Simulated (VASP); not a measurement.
# ZnS (F-43m): band edges, masses and strain, part 2 of 3

Wanted: where the band edges of ZnS lie, how heavy the carriers are and how strain moves the gap. The start is a cell from a database of measured crystal structures.

VASP 6.6.1, plane waves and PAW; the level of theory is named at each step.

So far, least gap on mesh and path (eV): step 3 (bands on a dense mesh, PBEsol) 1.98; step 5 (bands with spin-orbit coupling, PBEsol, spin-orbit coupling) 1.96.

The database entry behind the starting cell differs from later determinations by our own check (about 0.1 % short), so it need not match the best structure at ambient conditions.

### Step 7. Dielectric tensor, Born charges and zone-centre modes

This step: PBEsol; plane waves and PAW (Zn, S) (VASP 6.6.1).

Perturbation theory gives the screening, the Born charges and the zone-centre modes; it wants a tight threshold.

The input, INCAR:

```
SYSTEM = ZnS
PREC = Accurate
ENCUT = 400
EDIFF = 1E-08
NELM = 100
ISMEAR = 0
SIGMA = 0.02
LREAL = .FALSE.
ALGO = Normal
GGA = PS
NBANDS = 15
LORBIT = 11
LWAVE = .FALSE.
LCHARG = .FALSE.
KPAR = 4
IBRION = 8
LEPSILON = .TRUE.
```

The input, POSCAR:

```
ZnS
1.0
    0.0000000000      2.7020000000      2.7020000000
    2.7020000000      0.0000000000      2.7020000000
    2.7020000000      2.7020000000      0.0000000000
Zn S
1 1
Direct
    0.7500000000      0.7500000000      0.7500000000
    0.0000000000      0.0000000000      0.0000000000
```

The input, KPOINTS:

```
Automatic mesh
0
Gamma
12 12 12
0 0 0
```

The projector-augmented-wave data sets are Zn and S (PBE family, release 64).

Run with:

```console
> mpirun -np 4 vasp_std
```

Run time: 5.4 min. Hardware: 4 MPI ranks of Intel Xeon Platinum 8259CL at 2.50GHz (Skylake/Cascade Lake), shared host; peak memory 1.5 GiB.

Energies printed during the response cycles are not total energies of the cell. The dielectric response converges more slowly with the mesh than energies do, so tensor and charges may still move on a finer one.

Numbers from this step:

* bands: 15
* irreducible k-points: 72
* pressure of the cell: -2.026 GPa
* largest force of the cell: 0 eV/Å
* Fermi energy: 2.177 eV
* gap on the k-mesh: 1.976 eV
* least direct gap on the k-mesh: 1.976 eV

Electronic dielectric tensor with local fields:

```
6.08 0.00 0.00
0.00 6.08 0.00
0.00 0.00 6.08
```

Ionic part of the static dielectric tensor:

```
3.22 0.00 0.00
0.00 3.22 0.00
0.00 0.00 3.22
```

Born effective charge (e), principal values of the symmetric part by kind of site:

| atom | atoms with these values | low | middle | high | mean |
| --- | --- | --- | --- | --- | --- |
| Zn1 | 1 | 1.99 | 1.99 | 1.99 | 1.99 |
| S2 | 1 | -1.99 | -1.99 | -1.99 | -1.99 |

In full for Zn1:

```
1.99 0.00 0.00
0.00 1.99 0.00
0.00 0.00 1.99
```

Infrared lines, with heights relative to the strongest:

| position (cm⁻¹) | lines merged | squared mode dipole, relative |
| --- | --- | --- |
| 267 | 3 | 100 |

Transverse limit, no LO-TO splitting. Modes at Γ, with each element's share of the kinetic energy:

| mode | frequency (cm⁻¹) | symmetry | IR | Zn % | S % |
| --- | --- | --- | --- | --- | --- |
| 1 | -0.1 | acoustic | 1.3e-8 | 67 | 33 |
| 2 | -0.1 | acoustic | 1.3e-8 | 67 | 33 |
| 3 | -0.1 | acoustic | 1.3e-8 | 67 | 33 |
| 4 | 267.1 | T2 | 0.18 | 33 | 67 |
| 5 | 267.1 | T2 | 0.18 | 33 | 67 |
| 6 | 267.1 | T2 | 0.18 | 33 | 67 |

Displacements in mode 5 (267.1 cm⁻¹), the largest set to 1:
```
Zn1  0.00  0.49  0.00
S2   0.00 -1.00  0.00
```

Piezoelectric tensor, ionic part (C/m²), by row:

| field | xx | yy | zz | xy | yz | zx |
| --- | --- | --- | --- | --- | --- | --- |
| x | 0 | 0 | 0 | 0 | 0.7202 | 0 |
| y | 0 | 0 | 0 | 0 | 0 | 0.7202 |
| z | 0 | 0 | 0 | 0.7202 | 0 | 0 |

Piezoelectric tensor with clamped ions (C/m²), by row:

| field | xx | yy | zz | xy | yz | zx |
| --- | --- | --- | --- | --- | --- | --- |
| x | 0 | 0 | 0 | 0 | -0.6771 | 0 |
| y | 0 | 0 | 0 | 0 | 0 | -0.6771 |
| z | 0 | 0 | 0 | -0.6771 | 0 | 0 |

### Step 8. Bands on the mesh of the strain series

The unstrained gap is taken on the mesh of the strained cells, so that mesh errors cancel.

The input, INCAR:

```
SYSTEM = ZnS
PREC = Accurate
ENCUT = 400
EDIFF = 1E-06
NELM = 100
ISMEAR = 0
SIGMA = 0.02
LREAL = .FALSE.
ALGO = Normal
GGA = PS
NBANDS = 21
LORBIT = 11
LWAVE = .FALSE.
LCHARG = .FALSE.
KPAR = 4
ISIF = 2
```

POSCAR is that of step 7.

The input, KPOINTS:

```
Automatic mesh
0
Gamma
10 10 10
0 0 0
```

The input, KPOINTS_OPT:

```
Line mode
16
Line-mode
Reciprocal
  0.00000000   0.00000000   0.00000000 GAMMA
  0.50000000   0.00000000   0.50000000 X

  0.50000000   0.00000000   0.50000000 X
  0.50000000   0.25000000   0.75000000 W

  0.50000000   0.25000000   0.75000000 W
  0.37500000   0.37500000   0.75000000 K

  0.37500000   0.37500000   0.75000000 K
  0.00000000   0.00000000   0.00000000 GAMMA

  0.00000000   0.00000000   0.00000000 GAMMA
  0.50000000   0.50000000   0.50000000 L

  0.50000000   0.50000000   0.50000000 L
  0.62500000   0.25000000   0.62500000 U

  0.62500000   0.25000000   0.62500000 U
  0.50000000   0.25000000   0.75000000 W

  0.50000000   0.25000000   0.75000000 W
  0.50000000   0.50000000   0.50000000 L

  0.50000000   0.50000000   0.50000000 L
  0.37500000   0.37500000   0.75000000 K

  0.62500000   0.25000000   0.62500000 U
  0.50000000   0.00000000   0.50000000 X
```

Run with:

```console
> mpirun -np 4 vasp_std
```

Wall time 25 s (4 MPI ranks); peak memory 0.69 GiB.

Numbers from this step:

| Property | Result |
| --- | --- |
| SCF cycles | 12 |
| bands | 21 |
| irreducible k-points | 47 |
| free energy (TOTEN) | -7.581 eV |
| Fermi energy | 2.191 eV |
| pressure | -2.059 GPa |
| least gap on mesh and path | 1.975 eV |
| least direct gap on mesh and path | 1.976 eV |

Electronic bands along the path, in eV, zero at the valence-band top; v1 is the highest filled band, c1 the lowest empty one:

| point | v4 | v3 | v2 | v1 | c1 | c2 | c3 | c4 |
| --- | --- | --- | --- | --- | --- | --- | --- | --- |
| Γ | -5.87 | 0.00 | 0.00 | 0.00 | 1.98 | 6.31 | 6.31 | 6.31 |
| 0.47 of the way | -5.84 | -2.41 | -1.14 | -1.14 | 4.32 | 4.57 | 8.23 | 8.23 |
| X | -5.65 | -4.61 | -2.25 | -2.25 | 3.24 | 3.97 | 10.83 | 11.87 |
| 0.47 of the way | -5.57 | -4.62 | -2.51 | -2.49 | 4.02 | 4.67 | 9.70 | 10.01 |
| W | -5.46 | -4.64 | -2.80 | -2.76 | 5.57 | 5.99 | 7.75 | 8.09 |
| 0.53 of the way | -5.50 | -4.66 | -3.08 | -2.18 | 4.61 | 5.91 | 8.46 | 8.98 |
| K | -5.52 | -4.67 | -3.17 | -1.83 | 3.99 | 5.88 | 9.26 | 9.71 |
| 0.53 of the way | -5.84 | -2.93 | -1.56 | -0.43 | 4.26 | 6.21 | 7.03 | 7.13 |
| Γ | -5.87 | 0.00 | 0.00 | 0.00 | 1.98 | 6.31 | 6.31 | 6.31 |
| 0.47 of the way | -5.87 | -2.65 | -0.43 | -0.43 | 3.34 | 6.67 | 6.90 | 6.90 |
| L | -5.67 | -5.36 | -0.88 | -0.88 | 3.19 | 6.83 | 6.83 | 8.70 |
| 0.47 of the way | -5.62 | -5.07 | -2.07 | -1.22 | 4.27 | 6.12 | 7.72 | 8.61 |
| U | -5.52 | -4.67 | -3.17 | -1.83 | 3.99 | 5.88 | 9.26 | 9.71 |
| 0.47 of the way | -5.50 | -4.66 | -3.08 | -2.18 | 4.61 | 5.91 | 8.46 | 8.98 |
| W | -5.46 | -4.64 | -2.80 | -2.76 | 5.57 | 5.99 | 7.75 | 8.09 |
| 0.53 of the way | -5.60 | -4.99 | -2.27 | -1.41 | 4.65 | 5.87 | 7.75 | 8.83 |
| L | -5.67 | -5.36 | -0.88 | -0.88 | 3.19 | 6.83 | 6.83 | 8.70 |
| 0.47 of the way | -5.62 | -5.07 | -2.07 | -1.22 | 4.27 | 6.12 | 7.72 | 8.61 |
| K | -5.52 | -4.67 | -3.17 | -1.83 | 3.99 | 5.88 | 9.26 | 9.71 |
| jump to U | -5.52 | -4.67 | -3.17 | -1.83 | 3.99 | 5.88 | 9.26 | 9.71 |
| 0.47 of the way | -5.59 | -4.62 | -2.68 | -2.12 | 3.59 | 4.57 | 10.12 | 10.91 |
| X | -5.65 | -4.61 | -2.25 | -2.25 | 3.24 | 3.97 | 10.83 | 11.87 |

Of the projections kept (Zn, S), the largest for each band there; the rest of the weight can lie on other orbitals:

| point | v4 | v3 | v2 | v1 | c1 | c2 | c3 | c4 |
| --- | --- | --- | --- | --- | --- | --- | --- | --- |
| Γ | Zn 1.00 | S 0.74 | S 0.75 | S 0.75 | Zn 0.51 | Zn 0.98 | Zn 0.98 | Zn 0.98 |
| X | Zn 0.97 | Zn 0.72 | S 0.71 | S 0.71 | Zn 0.79 | Zn 0.80 | S 0.79 | Zn 0.59 |
| W | Zn 0.97 | Zn 0.59 | S 0.70 | S 0.57 | S 0.60 | Zn 0.53 | Zn 0.76 | Zn 0.76 |
| K | Zn 0.97 | Zn 0.60 | S 0.60 | S 0.70 | Zn 0.78 | S 0.51 | S 0.62 | Zn 0.64 |
| Γ | Zn 1.00 | S 0.75 | S 0.75 | S 0.75 | Zn 0.51 | Zn 0.98 | Zn 0.98 | Zn 0.98 |
| L | Zn 0.98 | S 0.52 | S 0.72 | S 0.72 | Zn 0.70 | Zn 0.91 | Zn 0.91 | S 0.78 |

The value for the least gap on mesh and path stays at 1.98 eV, as in step 3 (changed since: k-mesh 10×10×10 and points per path segment 16).

### Step 9. Strained cell, atoms relaxed, strain hydrostatic -0.5 %

Strain can move atoms inside the cell where symmetry leaves them free, so a relaxation comes before the gap is read.

INCAR: that of step 8 with these lines changed.

```diff
@@ -10,3 +10,3 @@
 GGA = PS
-NBANDS = 21
+NBANDS = 15
 LORBIT = 11
@@ -15,2 +15,5 @@
 KPAR = 4
+IBRION = 2
+NSW = 30
 ISIF = 2
+EDIFFG = -0.003
```

The input, POSCAR:

```
ZnS
1.0
    0.0000000000      2.6884900000      2.6884900000
    2.6884900000      0.0000000000      2.6884900000
    2.6884900000      2.6884900000      0.0000000000
Zn S
1 1
Direct
    0.7500000000      0.7500000000      0.7500000000
    0.0000000000      0.0000000000      0.0000000000
```

KPOINTS is that of step 8.

Run with:

```console
> mpirun -np 4 vasp_std
```

It took 8.2 s on 4 MPI ranks; peak memory 0.59 GiB; 31 s of CPU time.

The forces vanish from the start, and no atom moves.

Numbers from this step:

```yaml
bands: 15
free_energy_toten: -7.585 eV
fermi_energy: 2.299 eV
pressure: -0.9315 GPa
gap_on_the_k_mesh: 2.040 eV
least_direct_gap_on_the_k_mesh: 2.040 eV
```

### Step 10. Bands of the strained cell, strain hydrostatic -0.5 %

The gap is read at the strained, relaxed geometry.

INCAR: that of step 9 with these lines changed.

```diff
@@ -10,3 +10,3 @@
 GGA = PS
-NBANDS = 15
+NBANDS = 21
 LORBIT = 11
@@ -15,5 +15,2 @@
 KPAR = 4
-IBRION = 2
-NSW = 30
 ISIF = 2
-EDIFFG = -0.003
```

POSCAR is that of step 9.

KPOINTS is that of step 9.

KPOINTS_OPT is that of step 8.

Run with:

```console
> mpirun -np 4 vasp_std
```

Wall time 24 s (4 MPI ranks); peak memory 0.68 GiB; 93 s of CPU time.

Numbers from this step:

- bands: 21
- Fermi energy: 2.332 eV
- pressure: -0.9593 GPa
- least gap on mesh and path: 2.040 eV
- least direct gap on mesh and path: 2.041 eV

Electronic bands along the path, in eV, zero at the valence-band top; v1 is the highest filled band, c1 the lowest empty one:

| point | v4 | v3 | v2 | v1 | c1 | c2 | c3 | c4 |
| --- | --- | --- | --- | --- | --- | --- | --- | --- |
| Γ | -5.91 | 0.00 | 0.00 | 0.00 | 2.04 | 6.29 | 6.29 | 6.29 |
| 0.47 of the way | -5.88 | -2.43 | -1.17 | -1.17 | 4.36 | 4.57 | 8.26 | 8.26 |
| X | -5.69 | -4.67 | -2.31 | -2.31 | 3.20 | 3.96 | 10.94 | 11.98 |
| 0.53 of the way | -5.58 | -4.69 | -2.63 | -2.60 | 4.22 | 4.88 | 9.50 | 9.68 |
| W | -5.49 | -4.71 | -2.88 | -2.82 | 5.56 | 6.06 | 7.78 | 8.09 |
| 0.47 of the way | -5.53 | -4.72 | -3.12 | -2.32 | 4.76 | 5.96 | 8.34 | 8.86 |
| K | -5.55 | -4.75 | -3.24 | -1.88 | 3.97 | 5.91 | 9.31 | 9.75 |
| 0.47 of the way | -5.87 | -3.37 | -1.96 | -0.59 | 4.57 | 6.46 | 6.85 | 7.34 |
| Γ | -5.91 | 0.00 | 0.00 | 0.00 | 2.04 | 6.29 | 6.29 | 6.29 |
| 0.53 of the way | -5.91 | -3.14 | -0.53 | -0.53 | 3.41 | 6.95 | 6.95 | 7.03 |
| L | -5.71 | -5.46 | -0.90 | -0.90 | 3.22 | 6.82 | 6.82 | 8.75 |
| 0.53 of the way | -5.64 | -5.08 | -2.35 | -1.33 | 4.38 | 6.15 | 7.97 | 8.57 |
| U | -5.55 | -4.75 | -3.24 | -1.88 | 3.97 | 5.91 | 9.31 | 9.75 |
| 0.47 of the way | -5.53 | -4.73 | -3.15 | -2.23 | 4.60 | 5.95 | 8.49 | 9.01 |
| W | -5.49 | -4.71 | -2.88 | -2.82 | 5.56 | 6.06 | 7.78 | 8.09 |
| 0.47 of the way | -5.63 | -4.98 | -2.55 | -1.60 | 4.94 | 5.78 | 7.77 | 9.09 |
| L | -5.71 | -5.46 | -0.90 | -0.90 | 3.22 | 6.82 | 6.82 | 8.75 |
| 0.47 of the way | -5.65 | -5.16 | -2.11 | -1.25 | 4.30 | 6.12 | 7.73 | 8.66 |
| K | -5.55 | -4.75 | -3.24 | -1.88 | 3.97 | 5.91 | 9.31 | 9.75 |
| jump to U | -5.55 | -4.75 | -3.24 | -1.88 | 3.97 | 5.91 | 9.31 | 9.75 |
| 0.47 of the way | -5.63 | -4.69 | -2.75 | -2.18 | 3.56 | 4.58 | 10.19 | 10.97 |
| X | -5.69 | -4.67 | -2.31 | -2.31 | 3.20 | 3.96 | 10.94 | 11.98 |

Of the projections kept (Zn, S), the largest for each band there; the rest of the weight can lie on other orbitals:

| point | v4 | v3 | v2 | v1 | c1 | c2 | c3 | c4 |
| --- | --- | --- | --- | --- | --- | --- | --- | --- |
| Γ | Zn 1.00 | S 0.74 | S 0.74 | S 0.74 | Zn 0.50 | Zn 0.98 | Zn 0.98 | Zn 0.98 |
| X | Zn 0.97 | Zn 0.73 | S 0.71 | S 0.71 | Zn 0.79 | Zn 0.81 | S 0.79 | Zn 0.59 |
| W | Zn 0.97 | Zn 0.60 | S 0.70 | S 0.57 | S 0.60 | Zn 0.53 | Zn 0.76 | Zn 0.77 |
| K | Zn 0.97 | Zn 0.60 | S 0.59 | S 0.70 | Zn 0.78 | S 0.51 | S 0.62 | Zn 0.64 |
| Γ | Zn 1.00 | S 0.74 | S 0.74 | S 0.74 | Zn 0.50 | Zn 0.98 | Zn 0.98 | Zn 0.98 |
| L | Zn 0.97 | Zn 0.51 | S 0.72 | S 0.72 | Zn 0.70 | Zn 0.91 | Zn 0.91 | S 0.78 |

Between step 8 and this run (strain hydrostatic -0.5 %) the value for the least gap on mesh and path moves from 1.98 eV to 2.04 eV.

### Step 11. Strained cell, atoms relaxed, strain hydrostatic 0.5 %

INCAR: that of step 10 with these lines changed.

```diff
@@ -10,3 +10,3 @@
 GGA = PS
-NBANDS = 21
+NBANDS = 15
 LORBIT = 11
@@ -15,2 +15,5 @@
 KPAR = 4
+IBRION = 2
+NSW = 30
 ISIF = 2
+EDIFFG = -0.003
```

The input, POSCAR:

```
ZnS
1.0
    0.0000000000      2.7155100000      2.7155100000
    2.7155100000      0.0000000000      2.7155100000
    2.7155100000      2.7155100000      0.0000000000
Zn S
1 1
Direct
    0.7500000000      0.7500000000      0.7500000000
    0.0000000000      0.0000000000      0.0000000000
```

KPOINTS is that of step 10.

Run with:

```console
> mpirun -np 4 vasp_std
```

It took 9 s on 4 MPI ranks; peak memory 0.59 GiB.

The forces vanish from the start, and no atom moves.

### Step 12. Bands of the strained cell, strain hydrostatic 0.5 %

INCAR: that of step 11 with these lines changed.

```diff
@@ -10,3 +10,3 @@
 GGA = PS
-NBANDS = 15
+NBANDS = 21
 LORBIT = 11
@@ -15,5 +15,2 @@
 KPAR = 4
-IBRION = 2
-NSW = 30
 ISIF = 2
-EDIFFG = -0.003
```

POSCAR is that of step 11.

KPOINTS is that of step 11.

KPOINTS_OPT is that of step 10.

Run with:

```console
> mpirun -np 4 vasp_std
```

Wall time 25 s (4 MPI ranks); peak memory 0.7 GiB; 98 s of CPU time.

The electronic bands at the labelled points (eV, zero at the valence-band top; v1 is the highest filled band, c1 the lowest empty one):

| point | v4 | v3 | v2 | v1 | c1 | c2 | c3 | c4 |
| --- | --- | --- | --- | --- | --- | --- | --- | --- |
| Γ | -5.83 | 0.00 | 0.00 | 0.00 | 1.91 | 6.32 | 6.32 | 6.32 |
| 0.53 of the way | -5.79 | -2.78 | -1.33 | -1.33 | 4.26 | 4.45 | 8.68 | 8.68 |
| X | -5.62 | -4.55 | -2.20 | -2.20 | 3.27 | 3.97 | 10.72 | 11.77 |
| 0.47 of the way | -5.54 | -4.56 | -2.45 | -2.43 | 4.04 | 4.66 | 9.64 | 9.94 |
| W | -5.44 | -4.57 | -2.73 | -2.70 | 5.57 | 5.93 | 7.72 | 8.10 |
| 0.47 of the way | -5.47 | -4.58 | -2.98 | -2.21 | 4.77 | 5.87 | 8.27 | 8.81 |
| K | -5.49 | -4.60 | -3.10 | -1.79 | 4.00 | 5.85 | 9.22 | 9.67 |
| 0.47 of the way | -5.79 | -3.30 | -1.86 | -0.56 | 4.44 | 6.42 | 6.85 | 7.33 |
| Γ | -5.83 | 0.00 | 0.00 | 0.00 | 1.91 | 6.32 | 6.32 | 6.32 |
| 0.47 of the way | -5.83 | -2.62 | -0.42 | -0.42 | 3.30 | 6.64 | 6.90 | 6.90 |
| L | -5.63 | -5.27 | -0.86 | -0.86 | 3.16 | 6.84 | 6.84 | 8.64 |
| 0.53 of the way | -5.57 | -4.91 | -2.26 | -1.27 | 4.34 | 6.13 | 7.95 | 8.47 |
| U | -5.49 | -4.60 | -3.10 | -1.79 | 4.00 | 5.85 | 9.22 | 9.67 |
| 0.53 of the way | -5.47 | -4.58 | -2.98 | -2.21 | 4.77 | 5.87 | 8.27 | 8.81 |
| W | -5.44 | -4.57 | -2.73 | -2.70 | 5.57 | 5.93 | 7.72 | 8.10 |
| 0.53 of the way | -5.57 | -4.90 | -2.22 | -1.37 | 4.61 | 5.88 | 7.72 | 8.79 |
| L | -5.63 | -5.27 | -0.86 | -0.86 | 3.16 | 6.84 | 6.84 | 8.64 |
| 0.53 of the way | -5.57 | -4.91 | -2.26 | -1.27 | 4.34 | 6.13 | 7.95 | 8.47 |
| K | -5.49 | -4.60 | -3.10 | -1.79 | 4.00 | 5.85 | 9.22 | 9.67 |
| jump to U | -5.49 | -4.60 | -3.10 | -1.79 | 4.00 | 5.85 | 9.22 | 9.67 |
| 0.47 of the way | -5.56 | -4.56 | -2.62 | -2.07 | 3.62 | 4.56 | 10.04 | 10.84 |
| X | -5.62 | -4.55 | -2.20 | -2.20 | 3.27 | 3.97 | 10.72 | 11.77 |

Of the projections kept (Zn, S), the largest for each band there; the rest of the weight can lie on other orbitals:

| point | v4 | v3 | v2 | v1 | c1 | c2 | c3 | c4 |
| --- | --- | --- | --- | --- | --- | --- | --- | --- |
| Γ | Zn 1.00 | S 0.75 | S 0.75 | S 0.75 | Zn 0.51 | Zn 0.98 | Zn 0.98 | Zn 0.98 |
| X | Zn 0.97 | Zn 0.71 | S 0.72 | S 0.72 | Zn 0.79 | Zn 0.80 | S 0.79 | Zn 0.58 |
| W | Zn 0.97 | Zn 0.59 | S 0.71 | S 0.58 | S 0.60 | Zn 0.53 | Zn 0.76 | Zn 0.76 |
| K | Zn 0.97 | Zn 0.59 | S 0.61 | S 0.71 | Zn 0.78 | S 0.51 | S 0.63 | Zn 0.64 |
| Γ | Zn 1.00 | S 0.75 | S 0.75 | S 0.75 | Zn 0.51 | Zn 0.98 | Zn 0.98 | Zn 0.98 |
| L | Zn 0.98 | S 0.53 | S 0.73 | S 0.73 | Zn 0.70 | Zn 0.91 | Zn 0.91 | S 0.78 |

Between step 8 and this run (strain hydrostatic 0.5 %) the value for the least gap on mesh and path moves from 1.98 eV to 1.91 eV.

### Step 13. Strained cell, atoms relaxed, strain along x -0.5 %

INCAR: that of step 12 with these lines changed.

```diff
@@ -10,3 +10,3 @@
 GGA = PS
-NBANDS = 21
+NBANDS = 15
 LORBIT = 11
@@ -15,2 +15,5 @@
 KPAR = 4
+IBRION = 2
+NSW = 30
 ISIF = 2
+EDIFFG = -0.003
```

The input, POSCAR:

```
ZnS
1.0
    0.0000000000      2.7020000000      2.7020000000
    2.6884900000      0.0000000000      2.7020000000
    2.6884900000      2.7020000000      0.0000000000
Zn S
1 1
Direct
    0.7500000000      0.7500000000      0.7500000000
    0.0000000000      0.0000000000      0.0000000000
```

KPOINTS is that of step 12.

Run with:

```console
> mpirun -np 4 vasp_std
```

Wall time 15 s (4 MPI ranks); peak memory 0.67 GiB; 57 s of CPU time.

The run keeps the 8 symmetry operations of its start, so it cannot find a distortion of lower symmetry.

The forces vanish from the start, and no atom moves.

### Step 14. Bands of the strained cell, strain along x -0.5 %

INCAR: that of step 13 with these lines changed.

```diff
@@ -10,3 +10,3 @@
 GGA = PS
-NBANDS = 15
+NBANDS = 21
 LORBIT = 11
@@ -15,5 +15,2 @@
 KPAR = 4
-IBRION = 2
-NSW = 30
 ISIF = 2
-EDIFFG = -0.003
```

POSCAR is that of step 13.

KPOINTS is that of step 13.

The input, KPOINTS_OPT:

```
Line mode
16
Line-mode
Reciprocal
  0.00000000   0.00000000   0.00000000 GAMMA
  0.50000000   0.00000000   0.50000000 X

  0.50000000   0.00000000   0.50000000 X
  0.75251888   0.25251888   0.50000000 Y

  0.75251888   0.25251888   0.50000000 Y
  0.75251888   0.37625944   0.37625944 S

  0.75251888   0.37625944   0.37625944 S
  0.00000000   0.00000000   0.00000000 GAMMA

  0.00000000   0.00000000   0.00000000 GAMMA
  0.00000000  -0.50000000  -0.50000000 Z

  0.00000000  -0.50000000  -0.50000000 Z
  0.24748112  -0.37625944  -0.37625944 S1

  0.24748112  -0.37625944  -0.37625944 S1
  0.50000000   0.00000000   0.00000000 N

  0.50000000   0.00000000   0.00000000 N
  0.50000000  -0.25000000   0.25000000 P

  0.50000000  -0.25000000   0.25000000 P
  0.24748112  -0.50000000  -0.25251888 Y1

  0.24748112  -0.50000000  -0.25251888 Y1
  0.00000000  -0.50000000  -0.50000000 Z

  0.50000000   0.00000000   0.50000000 X
  0.50000000  -0.25000000   0.25000000 P
```

Run with:

```console
> mpirun -np 4 vasp_std
```

Elapsed: 37 s, on 4 MPI ranks; peak memory 0.85 GiB; 2.4 min of CPU time.

The run ends at a pressure of -1.70 GPa.

### Step 15. Strained cell, atoms relaxed, strain along x 0.5 %

INCAR: that of step 14 with these lines changed.

```diff
@@ -10,3 +10,3 @@
 GGA = PS
-NBANDS = 21
+NBANDS = 15
 LORBIT = 11
@@ -15,2 +15,5 @@
 KPAR = 4
+IBRION = 2
+NSW = 30
 ISIF = 2
+EDIFFG = -0.003
```

The input, POSCAR:

```
ZnS
1.0
    0.0000000000      2.7020000000      2.7020000000
    2.7155100000      0.0000000000      2.7020000000
    2.7155100000      2.7020000000      0.0000000000
Zn S
1 1
Direct
    0.7500000000      0.7500000000      0.7500000000
    0.0000000000      0.0000000000      0.0000000000
```

KPOINTS is that of step 14.

Run with:

```console
> mpirun -np 4 vasp_std
```

Wall time 17 s (4 MPI ranks); peak memory 0.67 GiB; 65 s of CPU time.

The forces vanish from the start, and no atom moves.

### Step 16. Bands of the strained cell, strain along x 0.5 %

INCAR: that of step 15 with these lines changed.

```diff
@@ -10,3 +10,3 @@
 GGA = PS
-NBANDS = 15
+NBANDS = 21
 LORBIT = 11
@@ -15,5 +15,2 @@
 KPAR = 4
-IBRION = 2
-NSW = 30
 ISIF = 2
-EDIFFG = -0.003
```

POSCAR is that of step 15.

KPOINTS is that of step 15.

The input, KPOINTS_OPT:

```
Line mode
16
Line-mode
Reciprocal
  0.00000000   0.00000000   0.00000000 GAMMA
  0.50000000   0.00000000   0.50000000 X

  0.50000000   0.00000000   0.50000000 X
  0.25248137  -0.24751863   0.50000000 Y

  0.25248137  -0.24751863   0.50000000 Y
  0.00000000  -0.37375931   0.37375931 S

  0.00000000  -0.37375931   0.37375931 S
  0.00000000   0.00000000   0.00000000 GAMMA

  0.00000000   0.00000000   0.00000000 GAMMA
  0.00000000   0.50000000   0.50000000 Z

  0.00000000   0.50000000   0.50000000 Z
  0.00000000   0.37375931   0.62624069 S1

  0.00000000   0.37375931   0.62624069 S1
  0.00000000   0.00000000   0.50000000 N

  0.00000000   0.00000000   0.50000000 N
  0.50000000   0.25000000   0.75000000 P

  0.50000000   0.25000000   0.75000000 P
  0.25248137   0.50000000   0.75248137 Y1

  0.25248137   0.50000000   0.75248137 Y1
  0.00000000   0.50000000   0.50000000 Z

  0.50000000   0.00000000   0.50000000 X
  0.50000000   0.25000000   0.75000000 P
```

Run with:

```console
> mpirun -np 4 vasp_std
```

The job ended after 34 s (4 MPI ranks; peak memory 0.85 GiB).

Within 0.02 Å the cell has space group F-43m; at a tight tolerance a small distortion makes it I-4m2.

### Step 17. Deformation of the gap

This step: gap under strain, PBEsol; plane waves and PAW (VASP 6.6.1).

The slopes are differences of the gaps above.

This step runs nothing: it gathers the runs above.

Linear strain along the axis, or along all three, without spin-orbit coupling; gaps are the least on mesh and path; a direction without two finished runs is left out; the two slopes differ by curvature, or where strain splits an edge or moves it to another point. Gap under strain:

| strain | gap at -0.5 % (eV) | gap unstrained (eV) | gap at +0.5 % (eV) | slope under compression (eV per unit strain) | slope under tension (eV per unit strain) |
| --- | --- | --- | --- | --- | --- |
| hydrostatic | 2.04 | 1.975 | 1.911 | -12.98 | -12.84 |
| along x | 1.985 | 1.975 | 1.948 | -1.94 | -5.5 |

(Continued in part 3 of 3.)

[Lines on the potential files, build, host, timing and source positions are cut from VASP's logs without a mark.]

[Logs are printed without paths, hosts, clocks, repeated set-up lines and the standing remarks that a program may print on its own settings, such as how far it seeks lower states.]

[Hosts, paths, dates, database ids (printed as entryN), source tags and the programs' standing remarks are cut or masked in the printed files.]

[In band tables of VASP the shares of atoms and orbitals are scaled to a sum of 1 inside the atoms' spheres.]

[Gaps and slopes under strain along one axis are those of the sampled path and mesh points; where strain splits equal valleys, another of them can be the edge.]
